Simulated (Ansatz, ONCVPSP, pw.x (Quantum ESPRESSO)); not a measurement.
## Ru (Z = 44): does the ONCV potential hold in the solid?

```json
{"Element": "ruthenium (Ru)", "Generator": "ONCVPSP 4.0.1.1 (patched build)", "Type": "optimised norm-conserving Vanderbilt (ONCV)", "Functional": "PBE", "Relativity": "scalar-relativistic", "Frozen core": "[Ar] 3d10", "Valence charge": "16", "Reference configuration": "4s2 4p6 4d7 5s0.5 (charge +0.5)", "Partial waves": "4s+5s: rc 1.75 bohr, ncon 4, nbas 7, qcut 5.7 1/bohr, 2 projectors; 4p: rc 1.65 bohr, ncon 4, nbas 7, qcut 6.9 1/bohr, 1 projector; 4d: rc 2.00 bohr, ncon 3, nbas 8, qcut 6.8 1/bohr, 1 projector", "Local potential": "polynomial inside 1.15 bohr (lpopt 4, dvloc0 2 Ha)", "Core correction": "Teter function, fcfact 5.25, rcfact 1.05"}
```

Crystal test: fcc Ru in pw.x 7.5, no spin, 15³ k-points, Fermi–Dirac smearing 0.01 Ry, cutoffs 50/200 Ry. The reference is all-electron LAPW (Ansatz 0.2.0) with the same functional, mesh and smearing; V0 and B0 come from Birch–Murnaghan fits to the pressures at five volumes. Errors are pseudo minus all-electron; Δ is the rms difference of the E(V) curves that follow from these fits, minima aligned, over ±6 % about the mean V0. Mesh and smearing are coarse, so the numbers serve the comparison and aren't converged zero-temperature values; the lattice is a test structure that the element need not adopt.

All-electron: a0 = 3.812 Å (V0 = 13.85 Å³/atom), B0 = 303.1 GPa.

Task: How far does the potential miss the all-electron equation of state?

Result: mean pressure error (GPa): -2.06; a0 (Å): 3.804; a0 error (%): -0.22; B0 error (%): +3.2; Δ (meV/atom): 6.2.

| V (Å³/atom) | P all-electron (GPa) | P pseudo (GPa) |
| --- | --- | --- |
| 13.123 | 18.67 | 16.60 |
| 13.469 | 9.10 | 7.03 |
| 13.814 | 0.83 | -1.23 |
| 14.159 | -6.32 | -8.37 |
| 14.505 | -12.49 | -14.51 |

Task: At the middle volume, how do free energy and pressure move when the wave cutoff is lowered (ecutrho kept at four times it)?

Result:

| cutoff (Ry) | shift of F (meV/atom) | shift of P (GPa) |
| --- | --- | --- |
| 22 | +7491.5 | -330.94 |
| 30 | +807.6 | -56.72 |
| 40 | +27.0 | -3.07 |

The run at the middle volume (120 k-points, 9 iterations) took about 23 s on one core of a shared host (Neoverse-N1, 64 threads, 124 GiB, load 62).
